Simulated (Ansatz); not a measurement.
Runs of Ansatz 0.2.0 on O. The structure is monoclinic, space group C2/m (No. 12). Conventional cell: a = 5.703 Å, b = 3.325 Å, c = 4.363 Å, α = 90.00°, β = 123.29°, γ = 90.00°. Around O (site symmetry m) lie 1 O at 1.22 Å. 

```tsv
task	potentials or basis	cell	k mesh	cutoff (eV)	smearing	basis error allowed	mesh quality	gap on the mesh (eV)	pressure (GPa)	largest force (eV/Å)
density of states	all-electron PAW datasets made for the crystal	as given	10 × 10 × 7	1000	fermi-dirac 0.05 eV	-	not flagged	none	-3.6	0.79
single point	all-electron LAPW, scalar-relativistic	as given	10 × 10 × 7	871	fermi-dirac 0.05 eV	0.001 eV/atom	not flagged	none	-3.6	0.79
single point	all-electron LAPW, scalar-relativistic	atoms moved at random, drawn with an rms of 0.05 Å	10 × 10 × 7	781	fermi-dirac 0.05 eV	0.001 eV/atom	not flagged	none	-11.4	4.62
single point	all-electron LAPW, scalar-relativistic	as given	6 × 6 × 4	871	fermi-dirac 0.03 eV	0.001 eV/atom	coarse	none	-3.7	(a)
```

Alike in all rows: level PBEsol; no spin polarisation.

Estimate the missing entries.

(a) 0.78.

Caveats: some runs use coarse meshes; spin is off for a triplet molecule; the program warned that the printed levels may be off, so bands, gaps and densities of states are rough (some runs); the k mesh is thin for a metal, which can move the energy by tens of meV per atom (some runs).

A gap of «none» marks a metal or a gap under the smearing width.

The runs don't all hold the same shells in valence.
